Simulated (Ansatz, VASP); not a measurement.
## One calculation of CdF2, two programs

```xyz
3
Lattice="0.0000 2.7222 2.7222 2.7222 0.0000 2.7222 2.7222 2.7222 0.0000" Properties=species:S:1:pos:R:3 pbc="T T T"
Cd    0.0000    0.0000    0.0000
F     1.3611    1.3611    1.3611
F     4.0834    4.0834    4.0834
```

Alike in both runs: functional PBE; dispersion D3(BJ); k mesh 8 × 8 × 8; occupations gaussian, width 0.02 eV; no spin polarisation.

Ansatz relaxed the structure, and its values are those at the end. VASP's run is a single point on that final structure, the one shown.

|  | VASP | Ansatz |
| --- | --- | --- |
| version | VASP 6.6.1 | Ansatz 0.2.0 |
| potentials or method | VASP PAW PBE potentials, release 64 (Cd, F) | scalar-relativistic, plane waves, PAW |
| plane-wave cutoff (eV) | 520 | 420 |
| valence electrons in the cell | 26 | 34 |

|  | VASP | Ansatz | Ansatz less VASP |
| --- | --- | --- | --- |
| gap on the k mesh at the Fermi level (eV) | 2.96 | 2.99 | +0.031 |
| least direct gap on the mesh (eV) | 3.49 | 3.52 | +0.028 |
| pressure (GPa) | 0.7 | 0.0 | -0.62 |

The two sets of potentials don't hold the same shells in valence.

A k mesh can miss the band edges. A hybrid or GW would open this gap; PBE tends to underestimate it.
